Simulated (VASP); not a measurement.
# TePb (Fm-3m) in VASP: single point with LDA

Aim: the single point of TePb with LDA.

Everything below comes from runs of VASP 6.6.1. Logs are shortened: lines on timing, memory, paths and dates and some standing lists are left out, and cuts for length are marked.

**Experimental background.**

From a printed reference work, monograph, for a bulk crystal of TePb at 4.2 K: band gap 0.19 eV (direct).

The results are compared with them further down.

## Step 1: The cell of the first run

Symmetry: Fm-3m, No. 225, cubic system. Conventional cell: a = 6.462 Å, b = 6.462 Å, c = 6.462 Å, α = 90.00°, β = 90.00°, γ = 90.00°. Within 4.3 Å of Te (site symmetry m-3m) lie 6 Pb at 3.23 Å. Within 4.3 Å of Pb (site symmetry m-3m) lie 6 Te at 3.23 Å.

## Step 2: Single point, LDA

File INCAR:

```
SYSTEM = TePb
PREC = Accurate
ENCUT = 500
EDIFF = 1E-6
ISMEAR = 0
SIGMA = 0.01
LREAL = .False.
LASPH = .True.
NELM = 120
ALGO = Normal
ISIF = 2
LWAVE = .False.
LCHARG = .False.
GGA = CA
NBANDS = 17
GGA_COMPAT = .False.
```

File KPOINTS:

```
regular mesh
0
Gamma
  6 6 6
  0 0 0
```

File POSCAR:

```
TePb
1.0
    0.0000000000      3.2310000000      3.2310000000
    3.2310000000      0.0000000000      3.2310000000
    3.2310000000      3.2310000000      0.0000000000
Te Pb
1 1
Direct
    0.5000000000      0.5000000000      0.5000000000
    0.0000000000      0.0000000000      0.0000000000
```

Potentials or basis: VASP PAW LDA potentials, release 64 (Te, Pb_d).

On the command line:

```
> cat potpaw_LDA.64/Te/POTCAR potpaw_LDA.64/Pb_d/POTCAR > POTCAR
> mpirun -np 1 vasp_std > vasp.out
```

OUTCAR:

```text
SYSTEM = TePb
   PREC = Accurate
   ENCUT = 500
   EDIFF = 1E-6
   ISMEAR = 0
   LREAL = .False.
   LASPH = .True.
   NELM = 120
   ISIF = 2
   GGA = CA

 ion  position               nearest neighbor table
   1  0.500  0.500  0.500-   2 3.23   2 3.23   2 3.23   2 3.23   2 3.23   2 3.23
   2  0.000  0.000  0.000-   1 3.23   1 3.23   1 3.23   1 3.23   1 3.23   1 3.23

  LATTYP: Found a face centered cubic cell.
 ALAT       =     6.4620000000

  Lattice vectors:

 A1 = (   0.0000000000,   3.2310000000,   3.2310000000)
 A2 = (   3.2310000000,   0.0000000000,   3.2310000000)
 A3 = (   3.2310000000,   3.2310000000,   0.0000000000)

Analysis of symmetry for initial positions (statically):
=====================================================================
 Subroutine PRICEL returns:
 Original cell was already a primitive cell.

 Routine SETGRP: Setting up the symmetry group for a
 face centered cubic supercell.

 Subroutine GETGRP returns: Found 48 space group operations
 (whereof 48 operations were pure point group operations)
 out of a pool of 48 trial point group operations.

The static configuration has the point symmetry O_h .

Analysis of symmetry for dynamics (positions and initial velocities):
=====================================================================
 Subroutine PRICEL returns:
 Original cell was already a primitive cell.

 Routine SETGRP: Setting up the symmetry group for a
 face centered cubic supercell.

 Subroutine GETGRP returns: Found 48 space group operations
 (whereof 48 operations were pure point group operations)
 out of a pool of 48 trial point group operations.

The dynamic configuration has the point symmetry O_h .

 Subroutine INISYM returns: Found 48 space group operations
 (whereof 48 operations are pure point group operations),
 and found     1 'primitive' translations

----------------------------------------------------------------------------------------

                                     Primitive cell

  volume of cell :      67.4592

  direct lattice vectors                    reciprocal lattice vectors
     0.000000000  3.231000000  3.231000000    -0.154750851  0.154750851  0.154750851
     3.231000000  0.000000000  3.231000000     0.154750851 -0.154750851  0.154750851
     3.231000000  3.231000000  0.000000000     0.154750851  0.154750851 -0.154750851

  length of vectors
     4.569324020  4.569324020  4.569324020     0.268036337  0.268036337  0.268036337

  position of ions in fractional coordinates (direct lattice)
     0.500000000  0.500000000  0.500000000
     0.000000000  0.000000000  0.000000000

  ion indices of the primitive-cell ions
   primitive index   ion index
                 1           1
                 2           2

----------------------------------------------------------------------------------------

 KPOINTS: regular mesh

Automatic generation of k-mesh.
 Grid dimensions read from file:
 generate k-points for:    6    6    6

 Generating k-lattice:

  Cartesian coordinates                     Fractional coordinates (reciprocal lattice)
    -0.025791809  0.025791809  0.025791809     0.166666667  0.000000000  0.000000000
     0.025791809 -0.025791809  0.025791809     0.000000000  0.166666667  0.000000000
     0.025791809  0.025791809 -0.025791809     0.000000000  0.000000000  0.166666667

  Length of vectors
     0.044672723  0.044672723  0.044672723

  Shift w.r.t. Gamma in fractional coordinates (k-lattice)
     0.000000000  0.000000000  0.000000000

 Subroutine IBZKPT returns following result:
 ===========================================

 Found     16 irreducible k-points:

 Following reciprocal coordinates:
            Coordinates               Weight
  0.000000  0.000000  0.000000      1.000000
  0.166667  0.000000  0.000000      8.000000
  0.333333  0.000000  0.000000      8.000000
  0.500000  0.000000  0.000000      4.000000
  0.166667  0.166667  0.000000      6.000000
  0.333333  0.166667  0.000000     24.000000
[... 8 lines left out ...]
 -0.333333  0.333333  0.166667     24.000000
 -0.333333  0.500000  0.166667     12.000000
   k-points           NKPTS =     16   k-points in BZ     NKDIM =     16   number of bands    NBANDS=     17
   number of dos      NEDOS =    301   number of ions     NIONS =      2
   total plane-waves  NPLWV =  46656
   dimension x,y,z NGX =    36 NGY =   36 NGZ =   36
   dimension x,y,z NGXF=    72 NGYF=   72 NGZF=   72
   ions per type =               1   1
   NGX,Y,Z   is equivalent  to a cutoff of  13.10, 13.10, 13.10 a.u.
   NGXF,Y,Z  is equivalent  to a cutoff of  26.20, 26.20, 26.20 a.u.
 SYSTEM =  TePb
   PREC   = accura    normal or accurate (medium, high low for compatibility)
   ISTART =      0    job   : 0-new  1-cont  2-samecut
   ICHARG =      2    charge: 1-file 2-atom 10-const
   ISPIN  =      1    spin polarized calculation?
   LNONCOLLINEAR =      F non collinear calculations
   LSORBIT =      F    spin-orbit coupling
   LASPH  =      T    aspherical Exc in radial PAW
   ENCUT  =  500.0 eV  36.75 Ry    6.06 a.u.   8.33  8.33  8.33*2*pi/ulx,y,z
   NELM   =    120;   NELMIN=  2; NELMDL= -5     # of ELM steps
   EDIFF  = 0.1E-05   stopping-criterion for ELM
   LREAL  =      F    real-space projection
   EDIFFG = 0.1E-04   stopping-criterion for IOM
   NSW    =      0    number of steps for IOM
   IBRION =     -1    ionic relax: 0-MD 1-quasi-New 2-CG
   NFREE  =      0    steps in history (QN), initial steepest desc. (CG)
   ISIF   =      2    stress and relaxation
   ISYM   =      2    0-nonsym 1-usesym 2-fastsym
   POTIM  = 0.5000    time-step for ionic-motion
   TEBEG  =    0.0;   TEEND  =   0.0 temperature during run
   PSTRESS=    0.0 pullay stress
   NELECT =      20.0000    total number of electrons
   NUPDOWN=      -1.0000    fix difference up-down
   EMIN   =  10.00;   EMAX   =-10.00  energy-range for DOS
   EFERMI =   0.00;   METHOD = LEGACY
   ISMEAR =     0;   SIGMA  =   0.01  broadening in eV -4-tet -1-fermi 0-gaus
   EFERMI_NEDOS =   21; number of points for ismear=-14 and -15
   IALGO  =     38    algorithm
   IMIX   =      4    mixing-type and parameters
     AMIX     =   0.40;   BMIX     =  1.00
     AMIX_MAG =   1.60;   BMIX_MAG =  1.00
  volume/ion in A,a.u.               =      33.73       227.62
  Fermi-wavevector in a.u.,A,eV,Ry     =   1.091619  2.062861 16.213147  1.191633
  Thomas-Fermi vector in A             =   2.227868
   LORBIT       =      0    0 simple, 1 ext, 2 COOP (PROOUT), +10 PAW based schemes
   GGA     = CA    functional components
   LHFCALC =     F    Hartree Fock is set to
   AEXX    =    0.0000 exact exchange contribution
   IVDW    =     0    specifies the selected vdW correction
   LEPSILON=     F    determine dielectric tensor
   LRPA    =     F    only Hartree local field effects (RPA)
 non-spin polarized calculation
 Gauss-broadening in eV      SIGMA  =   0.01
  energy-cutoff  :      500.00
  volume of cell :       67.46
 maximum number of plane-waves:      1736
 NGX is ok and might be reduce to    36
   NGX = 17   NGY = 17   NGZ = 17

 number of electron      20.0000003 magnetization

 Free energy of the ion-electron system (eV)
  ---------------------------------------------------
  ext. energy  EPLUGINS =         0.00000000
  ---------------------------------------------------
  free energy    TOTEN  =        -8.76373798 eV

  energy without entropy =       -8.76373798  energy(sigma->0) =       -8.76373798

 E-fermi :   5.5219     XC(G=0):  -9.5749

 val. band max:        5.4115026612   @ k =   0.5000   0.0000   0.0000
 cond. band min:       6.0474103377   @ k =   0.5000   0.0000   0.0000
 fundamental gap:      0.6359076765
 Fermi energy:         5.5219437734

 k-point     1 :       0.0000    0.0000    0.0000
  band No.  band energies     occupation
      1     -11.2559      2.00000
      2     -11.2559      2.00000
      3     -11.2421      2.00000
      4     -11.2421      2.00000
      5     -11.2421      2.00000
      6      -6.6406      2.00000
[... 9 lines left out ...]
     16      11.1946      0.00000
     17      12.6837      0.00000

 k-point     2 :       0.1667    0.0000    0.0000
  band No.  band energies     occupation
      1     -11.2592      2.00000
      2     -11.2592      2.00000
      3     -11.2415      2.00000
      4     -11.2383      2.00000
      5     -11.2383      2.00000
      6      -6.4043      2.00000
[... 9 lines left out ...]
     16      11.6988      0.00000
     17      14.3377      0.00000

 k-point     3 :       0.3333    0.0000    0.0000
  band No.  band energies     occupation
      1     -11.2668      2.00000
      2     -11.2668      2.00000
      3     -11.2403      2.00000
      4     -11.2294      2.00000
      5     -11.2294      2.00000
      6      -5.7592      2.00000
[... 9 lines left out ...]
     16      13.0523      0.00000
     17      16.3190      0.00000

 k-point     4 :       0.5000    0.0000    0.0000
  band No.  band energies     occupation
      1     -11.2708      2.00000
      2     -11.2708      2.00000
      3     -11.2398      2.00000
      4     -11.2247      2.00000
      5     -11.2247      2.00000
      6      -5.2061      2.00000
[... 9 lines left out ...]
     16      14.6357      0.00000
     17      14.6357      0.00000
[... 183 lines left out ...]
      1     -11.2899      2.00000
      2     -11.2576      2.00000
      3     -11.2420      2.00000
      4     -11.2266      2.00000
      5     -11.2228      2.00000
      6      -5.2910      2.00000
[... 9 lines left out ...]
     16      14.4377      0.00000
     17      14.9416      0.00000

 k-point    15 :      -0.3333    0.3333    0.1667
  band No.  band energies     occupation
      1     -11.2931      2.00000
      2     -11.2606      2.00000
      3     -11.2349      2.00000
      4     -11.2324      2.00000
      5     -11.2191      2.00000
      6      -4.9106      2.00000
[... 9 lines left out ...]
     16      15.6379      0.00000
     17      15.7997      0.00000

 k-point    16 :      -0.3333    0.5000    0.1667
  band No.  band energies     occupation
      1     -11.3065      2.00000
      2     -11.2534      2.00000
      3     -11.2436      2.00000
      4     -11.2252      2.00000
      5     -11.2155      2.00000
      6      -4.8446      2.00000
[... 9 lines left out ...]
     16      16.1026      0.00000
     17      16.9262      0.00000

------------------------ aborting loop because EDIFF is reached ----------------------------------------

  FORCE on cell =-STRESS in cart. coord.  units (eV):
  Direction    XX          YY          ZZ          XY          YZ          ZX
  --------------------------------------------------------------------------------------
  -------------------------------------------------------------------------------------
  Total       -0.6904997     -0.6904997     -0.6904997     -0.0000000      0.0000000      0.0000000
  in kB      -16.3995978    -16.3995978    -16.3995978     -0.0000000      0.0000000      0.0000000
  external PRESSURE =     -16.3995978 kB  Pullay stress =       0.0000000 kB

 VOLUME and BASIS-vectors are now :
 -----------------------------------------------------------------------------
  energy-cutoff  :      500.00
  volume of cell :       67.46
      direct lattice vectors                 reciprocal lattice vectors
     0.000000000  3.231000000  3.231000000    -0.154750851  0.154750851  0.154750851
     3.231000000  0.000000000  3.231000000     0.154750851 -0.154750851  0.154750851
     3.231000000  3.231000000  0.000000000     0.154750851  0.154750851 -0.154750851

 POSITION                                       TOTAL-FORCE (eV/Angst)
 -----------------------------------------------------------------------------------
      3.23100      3.23100      3.23100         0.000000      0.000000      0.000000
      0.00000      0.00000      0.00000         0.000000      0.000000     -0.000000
 -----------------------------------------------------------------------------------
    total drift:                               -0.000000      0.000000      0.000000

  FREE ENERGIE OF THE ION-ELECTRON SYSTEM (eV)
  ---------------------------------------------------
  free  energy   TOTEN  =        -8.7637379757 eV

  energy  without entropy=       -8.7637379757  energy(sigma->0) =       -8.76373798
```

It took 7.8 s on 1 thread of Intel Xeon 6975P-C (Granite Rapids), shared host; peak memory 0.17 GiB.

What came out:

| Quantity | Value |
| --- | --- |
| Free energy | -8.7637 eV |
| Pressure | -1.6 GPa |
| Band gap on the k mesh | 0.64 eV, direct |

Levels at points of the mesh, in eV from the valence-band top:
```tsv
k point	band 8	band 9	band 10	band 11	band 12	band 13
(0.00, 0.00, 0.00)	-1.34	-1.34	-1.34	3.99	3.99	3.99
(0.50, 0.00, 0.00)	-0.87	-0.87	0.00	0.64	1.21	1.21
(0.50, 0.50, 0.00)	-4.52	-2.81	-2.81	3.25	5.39	5.39
```

Caveat: spin-orbit coupling is left out, which moves the levels of the heavy elements.

## Step 3: Against experiment

Step 2. Against the measured gap of TePb, 0.19 eV (direct; 4.2 K; a printed reference work, monograph), the calculated 0.64 eV is off by +0.45 eV. Spin-orbit coupling on Pb, Te is left out. The value is that of LDA on a finite k mesh, which can miss the band edges, without temperature or zero-point motion.
